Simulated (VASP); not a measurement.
**Fe in VASP: the effect of strain**

Fe:

```
Fe
1.0
    -1.44300    1.44300    1.38528
     1.44300   -1.44300    1.38528
     1.44300    1.44300   -1.38528
Fe
1
Cartesian
  0.0000 0.0000 0.0000
```

The cell isn't the ideal one: strain = -0.04.

Alike in all runs:

- Program: VASP 6.6.1
- Task: single point
- Functional: PBE
- Potentials or basis: VASP PAW PBE potentials, release 64 (Fe)
- Cutoff: 520 eV
- k mesh: 10 × 10 × 10
- Occupations: fermi-dirac, width 0.05 eV
- Spin: collinear spin, ferromagnetic start
- Starting moments: [3.0] μB
- Strain kind: uniaxial_z
- Further INCAR settings: ALGO = Normal; EDIFF = 1e-06; NBANDS = 14

```csv
strain,pressure (GPa),moment (μB)
-0.04,-4.2,2.15
-0.02,-8.0,2.16
-0.01,-9.6,2.17
0,-11.1,2.19
0.01,-12.5,2.21
0.02,-12.9,2.26
0.04,?,?
```

**Question.** What does the run with strain 0.04 give?

**Answer.** Pressure -14.0 GPa; moment 2.35 μB.

Worked out: A parabola through the other rows of the pressure, of slope -27.6 GPa per unit of strain there, extrapolates to -14.1 GPa, against the run's -14.0. A parabola through the other rows of the moment, of slope 5.52 μB per unit of strain there, extrapolates to 2.35 μB, against the run's 2.35.
